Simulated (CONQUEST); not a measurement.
The system is MgO.

```
Mg O
1.0
     2.96561    0.00000    0.00000
     0.00000    2.96561    0.00000
     0.00000    0.00000    4.19400
Mg O
2 2
Direct
  0.00000 0.00000 0.00000
  0.50000 0.50000 0.50000
  0.00000 0.00000 0.50000
  0.50000 0.50000 0.00000
```

The cell is a database's computed one.

Base run:

- Program: CONQUEST 1.3
- Functional: revPBE
- Potentials or basis: PseudoDojo NC PBE, DZP, grid cutoff 120 Ha
- k mesh: 8 × 8 × 5
- Occupations: fermi-dirac, width 0.05 eV
- Spin: no spin polarisation

Its results: band gap on the k mesh 4.91 eV.

Task: The run is repeated on the same cell with these changes: functional from revPBE to PBE; potentials or basis from PseudoDojo NC PBE, DZP, grid cutoff 120 Ha to PseudoDojo NC PBE, SZ, grid cutoff 100 Ha. What comes out?

Result: Band gap on the k mesh 2.42 eV.

Caveats: an odd mesh through Γ misses points on the zone boundary, where band edges often lie; the basis of atomic orbitals isn't converged, which shifts pressures, moduli and gaps; the atomic basis is small (some runs).
